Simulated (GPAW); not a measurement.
# PbS (Cmcm) in GPAW: settings compared, part 2 of 2

GPAW 26.7.0.

### 3 G0W0 quasiparticle levels, PBEsol

Input file run.py:

```python
import json
import numpy as np
from ase import Atoms
from ase.dft.bandgap import bandgap
from ase.io import write
from gpaw import GPAW, PW, setup_paths
from gpaw.response.g0w0 import G0W0

setup_paths.insert(0, '.')

atoms = Atoms(['Pb', 'Pb', 'S', 'S'],
              cell=[[2.079952695, -5.991296865, 0.0],
                    [2.079952695, 5.991296865, 0.0],
                    [0.0, 0.0, 4.27932094]],
              scaled_positions=[[0.13056335, 0.86943665, 0.25],
                                [0.86943665, 0.13056335, 0.75],
                                [0.35479709, 0.64520291, 0.25],
                                [0.64520291, 0.35479709, 0.75]],
              pbc=True)

calc = GPAW(mode=PW(450),
            xc='PBEsol',
            kpts={'size': (2, 2, 2), 'gamma': True},
            occupations={'name': 'fermi-dirac', 'width': 0.001},
            nbands=33,
            convergence={'density': 1e-06},
            symmetry={'point_group': False},
            maxiter=150,
            txt='gpaw.txt')
atoms.calc = calc
energy = atoms.get_potential_energy()
calc.write('gs.gpw')
write('result.traj', atoms)
print(f'Energy: {energy:.6f} eV')
print('Fermi level:', round(calc.get_fermi_level(), 4), 'eV')
print(f'Gap: {bandgap(calc)[0]:.4f} eV, direct: {bandgap(calc, direct=True)[0]:.4f} eV')

calc.diagonalize_full_hamiltonian(nbands=246)
calc.write('full.gpw', mode='all')

ibz = calc.get_ibz_k_points()
gap, vbm, cbm = bandgap(calc, output=None)
gap, direct, _ = bandgap(calc, direct=True, output=None)
gamma = int(np.abs(ibz).sum(1).argmin())
kpts = sorted({gamma, vbm[1], cbm[1], direct[1]})
gw = G0W0(calc='full.gpw',
          filename='gw',
          ecut=100,
          ecut_extrapolation=True,
          relbands=(-2, 2),
          kpts=kpts,
          integrate_gamma='WS',
          ppa=True)
gw.calculate()
results = {mode: {key: np.asarray(r[key]).tolist() for key in ['f', 'eps', 'vxc', 'exx', 'sigma', 'Z', 'qp', 'sigma_eskn']}
           for mode, r in gw.all_results.items()}
json.dump({'kpts': ibz[kpts].tolist(), 'results': results}, open('gw.json', 'w'))
for mode, r in results.items():
    f, qp = np.array(r['f']), np.array(r['qp'])
    print(mode, 'quasiparticle energies (eV):')
    print(qp.round(3))
    print(mode, 'gap:', round(qp[f < 0.5].min() - qp[f > 0.5].max(), 4), 'eV')
```

Potentials or basis: PAW data sets generated in the run's folder for this functional, pw.

On the command line:

```
> gpaw-setup -x -f PBEsol Pb S
> OMP_NUM_THREADS=1 python run.py
```

gpaw.txt:

```text
__  _  _
 | _ |_)|_||  |
 |__||  | ||/\| - 26.7.0

Input parameters:
  mode=PW(ecut=450.00000000000006),
  convergence={'density': 1e-06},
  kpts=MonkhorstPack(size=(2, 2, 2), gamma=True),
  maxiter=150,
  nbands=33,
  occupations=Occupations(name='fermi-dirac', width=0.001),
  symmetry=Symmetry(point_group=False),
  xc=XC(name='PBEsol')

Diagonalizing LCAO Hamiltonian
Converting LCAO to pw mode

             Pb
         S S
       Pb

Atoms  # Å, Bohr magnetons
|   | symbol |        x |         y |        z |    initial magnetic moments |
|---|--------|----------|-----------|----------|-----------------------------|
| 0 |     Pb | 2.079953 |  4.426809 | 1.069830 | ( 0.0000,  0.0000,  0.0000) |
| 1 |     Pb | 2.079953 | -4.426809 | 3.209491 | ( 0.0000,  0.0000,  0.0000) |
| 2 |      S | 2.079953 |  1.739907 | 1.069830 | ( 0.0000,  0.0000,  0.0000) |
| 3 |      S | 2.079953 | -1.739907 | 3.209491 | ( 0.0000,  0.0000,  0.0000) |

Unit cell  # Å
| periodic |        x |         y |        z |  lengths |     angles |
|----------|----------|-----------|----------|----------|------------|
|      yes | 2.079953 | -5.991297 | 0.000000 | 6.342069 |  90.000000 |
|      yes | 2.079953 |  5.991297 | 0.000000 | 6.342069 |  90.000000 |
|      yes | 0.000000 |  0.000000 | 4.279321 | 4.279321 | 141.709848 |

Number of symmetries: 1
Symmetry operations  # r_c * U_cc + t_c -> r_c
|   | kind |            matrix            |
|---|------|------------------------------|
| 0 |  E   |  1, 0, 0,  0, 1, 0,  0, 0, 1 |

BZ-sampling:
  Number of BZ points: 8
  Number of IBZ points: 8

  Monkhorst-Pack size: [2, 2, 2]
  Monkhorst-Pack shift: [0.25, 0.25, 0.25]

K-points  # in reciprocal-cell coordinates
|   |                                coordinates |     weight |
|---|--------------------------------------------|------------|
| 0 | (  0.00000000,   0.00000000,   0.00000000) | 0.12500000 |
| 1 | (  0.00000000,   0.00000000,   0.50000000) | 0.12500000 |
| 2 | (  0.00000000,   0.50000000,   0.00000000) | 0.12500000 |
| 3 | (  0.00000000,   0.50000000,   0.50000000) | 0.12500000 |
| 4 | (  0.50000000,   0.00000000,   0.00000000) | 0.12500000 |
| 5 | (  0.50000000,   0.00000000,   0.50000000) | 0.12500000 |
| 6 | (  0.50000000,   0.50000000,   0.00000000) | 0.12500000 |
| 7 | (  0.50000000,   0.50000000,   0.50000000) | 0.12500000 |

Plane wave coefficients: 2336
Cutoff: 450.00000000000006 eV

Spin-components: 1 (collinear spins)
Bands:           33
Projectors:      22
Spin-degeneracy: 2
Datatype:        complex128

Parallelization:
  kpt:    1
  domain: 1
  band:   1

Density:
  Valence electrons: 40.0
  Components: 1
  Grid points: [32 32 21]
  Charge: 0.0  # |e|

Potential:
  Grid points: [32 32 21]

species:
  Pb:
    name:    Lead
    Z:       82.0
    valence: 14
    core:    68
    charge:  0.0  # [|e|]
    compensation charges:
      type: gauss
      rc: 0.38  # [Å]
      lmax: 2
    cutoffs:
      filter: 2.36  # [Å]
      core: 2.43  # [Å]
    projectors
    | kind |    occ | energy [eV] | rcut [Å] |
    |------|--------|-------------|----------|
    |   6s |  2.000 |     -12.024 |    1.259 |
    |   6p |  2.000 |      -3.525 |    1.275 |
    |   5d | 10.000 |     -21.194 |    1.217 |
    |    s |        |      15.187 |    1.259 |
    |    p |        |      23.686 |    1.275 |
    |    d |        |       6.017 |    1.217 |

    Using partial waves for Pb as LCAO basis

  S:
    name:    Sulfur
    Z:       16.0
    valence: 6
    core:    10
    charge:  0.0  # [|e|]
    compensation charges:
      type: gauss
      rc: 0.24  # [Å]
      lmax: 2
    cutoffs:
      filter: 1.77  # [Å]
      core: 1.66  # [Å]
    projectors
    | kind |    occ | energy [eV] | rcut [Å] |
    |------|--------|-------------|----------|
    |   3s |  2.000 |     -17.192 |    0.974 |
    |   3p |  4.000 |      -6.978 |    0.979 |
    |    s |        |      10.020 |    0.974 |
    |    p |        |      20.234 |    0.979 |
    |    d |        |       0.000 |    0.900 |

    Using partial waves for S as LCAO basis

Reference energy: -1155926.387181  # eV

eigensolver:
  PPCG
  Converge bands: occupied
  niter=2

density mixing:
  MSR1-Mixer
  Pratt-step length: 0.05
  Maximum mixing coefficient: 0.75
  Old densities: 10
  SVD Regularization: 0.005
  Good broyden scale: 1.0
  Trust region scale: 1.0
  Backstep threshold: 4.0
  History deletion threshold: 6.0
  Fourier metric: weight=20.0, sigma=0.015

occupation numbers:
  Fermi-Dirac:
    width: 0.0010  # eV

poisson solver:
  ecut: 3600.0000000000005  # eV

xc functional:
  name: PBEsol with 2 nearest neighbor stencil

convergence criteria:
- Maximum integral of absolute [dens]ity change: 1e-06 electrons / valence electron
- Maximum [total energy] change in last 3 cyles: 0.0005 eV / valence electron
- Maximum integral of absolute [eigenst]ate change: 4e-08 eV^2 / valence electron
maximum number of iterations: 150

SCF iterations
|iter     | |      energy | eigst |  dens |
|---------|-|-------------|-------|-------|
|iter:   1| |  -19.329036 | -0.03 |       |
|iter:   2| |  -19.085330 | -1.77 | -1.14 |
|iter:   3| |  -18.308857 | -1.48 | -1.19 |
|iter:   4| |  -18.301431 | -2.68 | -1.78 |
|iter:   5| |  -18.299571c| -3.32 | -2.16 |
|iter:   6| |  -18.299114c| -4.14 | -2.49 |
|iter:   7| |  -18.299118c| -5.27 | -3.23 |
|iter:   8| |  -18.299110c| -6.24 | -3.47 |
|iter:   9| |  -18.299112c| -7.18 | -3.99 |
|iter:  10| |  -18.299112c| -7.65c| -4.67 |
|iter:  11| |  -18.299112c| -8.10c| -5.26 |
|iter:  12| |  -18.299112c| -8.32c| -5.91 |
|iter:  13| |  -18.299112c| -8.86c| -6.34c|

Converged in 13 steps
Energy contributions relative to reference atoms: (reference = -1155926.387181)

Energy contributions:
  Kinetic:          30.874951
  Coulomb:         -31.441027
  Zero:             -0.012537
  External:          0.000000
  Xc:              -17.720499
  Entropy:          -0.000000
  Spinorbit:         0.000000
  ----------------------------
  Free energy:     -18.299112
  Extrapolated:    -18.299112

dipole moment: (0.000007, -0.000001, 0.000007)  # |e|*Ang

Fermi level: 5.787
Eigenvalues  # (at kpt = [0.000, 0.000, 0.000])
| band index |      eig [eV] | occ [0-2] |
|------------|---------------|-----------|
|          0 |       -11.180 |     2.000 |
|        ... |               |           |
|         12 |        -1.570 |     2.000 |
|         13 |        -0.615 |     2.000 |
|         14 |         0.989 |     2.000 |
|         15 |         2.295 |     2.000 |
|         16 |         2.879 |     2.000 |
|         17 |         3.603 |     2.000 |
[... 8 lines left out ...]
|         26 |        11.223 |     0.000 |
|         27 |        12.078 |     0.000 |
|        ... |               |           |
|         32 |        15.713 |     0.000 |

Gap: 1.100 eV
Transition (v -> c):
  (s=0, k=1, n=19, [0.00, 0.00, 0.50]) -> (s=0, k=6, n=20, [0.50, 0.50, 0.00])
Direct/indirect transitions are different
Direct gap: 1.463 eV
Transition at: (s=0, k=6, n=19, [0.50, 0.50, 0.00])
# Writing to gs.gpw (mode='')

Matrix size: 2336x2336
# Writing to full.gpw (mode='all')
```

gw.w.txt:

```text
FrequencyGridDescriptor(from 0.000+0.000j to 0.000+27.211j eV, 2 points)
FrequencyGridDescriptor(from 0.000+0.000j to 0.000+27.211j eV, 2 points)

BZ k-points: Symmetries present (total): 1

8 k-points: 2 x 2 x 2 Monkhorst-Pack grid + [1/4,1/4,1/4]
8 k-points in the irreducible part of the Brillouin zone
       k-points in crystal coordinates                weights
[... 146 lines left out ...]
  20   0.000   9.811 -10.191  -5.752  -4.590  -0.370   0.730   9.700
  21   0.000   9.832 -13.551  -8.923  -4.564  -0.256   0.796   9.882
[... 9 lines left out ...]
k-point 2 (6): (0.500, 0.500, 0.000)                GW
band       f     eps     vxc     exx   sigma  dsigma       Z      qp
                                                                   GW
  18   1.000   3.971 -14.480 -17.356   2.099  -0.326   0.754   3.385
  19   1.000   4.807 -14.955 -17.038   1.327  -0.297   0.771   4.225
  20   0.000   6.269 -11.697  -8.101  -3.732  -0.248   0.801   6.160
  21   0.000   9.597 -13.231  -8.696  -4.489  -0.306   0.765   9.632
```

Wall time 5.6 min (1 thread of Arm Neoverse V2, shared host); peak memory 0.72 GiB.

These settings aren't checked as converged: the numbers below hold their error.

Results:

```yaml
Free_energy: -18.2991 eV
Band_gap_on_the_k_mesh_mean-field_level: 1.10 eV, indirect (least direct gap 1.46 eV)
Quasiparticle_gap: 1.50 eV
Least_direct_quasiparticle_gap: 1.94 eV
```

Caveat: the k mesh is coarse (spacing up to 0.80 Å⁻¹), so the values aren't converged; the quasiparticle gap is taken among the few k points that were corrected; the k mesh is too small for a converged quasiparticle gap; the long-wavelength limit can be off by a per cent or two; spin-orbit coupling is left out, which as a rule narrows the gap of such compounds by several tenths of an eV; the program warned that so skewed a cell can give wrong results.
